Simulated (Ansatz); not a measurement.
# Te (bcc type): the cost of one run

Program: Ansatz 0.2.0. Level of theory: DFT PBE, with the methods named in each step. These are calculated values, not measurements.

## 1. The structure to begin with

It takes space group Im-3m (No. 229, cubic). The conventional cell has a = 3.853 Å, b = 3.853 Å, c = 3.853 Å, α = 90.00°, β = 90.00°, γ = 90.00°. Around Te (site symmetry m-3m) lie 8 Te at 3.34 Å.

Structure file:

```xyz
1
Lattice="-1.9266 1.9266 1.9266 1.9266 -1.9266 1.9266 1.9266 1.9266 -1.9266" Properties=species:S:1:pos:R:3 pbc="T T T"
Te    0.0000    0.0000    0.0000
```

Whether this phase is the stable one at these pressures isn't tested.

## 2. The reference volume, LAPW

Contents of input.yaml:

```yaml
crystal:
  lattice:
    - [-1.9265655083, 1.9265655083, 1.9265655083]
    - [1.9265655083, -1.9265655083, 1.9265655083]
    - [1.9265655083, 1.9265655083, -1.9265655083]
  atoms:
    - { symbol: Te, position: [0.0, 0.0, 0.0] }
kpoints:
  mp_grid: { grid: [14, 14, 14] }
  band_path:
    path:
      - [0.0, 0.0, 0.0]
      - [0.5, -0.5, 0.5]
      - [0.0, 0.0, 0.5]
      - [0.0, 0.0, 0.0]
      - [0.25, 0.25, 0.25]
      - [0.5, -0.5, 0.5]
      - [0.25, 0.25, 0.25]
      - [0.0, 0.0, 0.5]
    npoints: 14
scf:
  occupations: { method: fermi_dirac, width: 0.05 }
hamiltonian:
  xc: pbe
  pseudopotentials: { kind: all_electron, lapw: { basis_error: 0.001 } }
output:
  forces: true
  stress: true
  eigenvalues: true
  populations: true
  dos: { projected: true, de: 0.2, e_range: [-14, 8] }
```

The run is started by

```console
$ ansatz run input.yaml --threads 1 --pin off --max-ram 2048MiB --backend cpu --events-out ev --progress --plain --runs-dir out
```

**Question.** How long does this run take on 1 thread of Arm Neoverse V1, shared host, and how much memory does it need?

About 8.5 s, with a peak of 0.26 GiB.
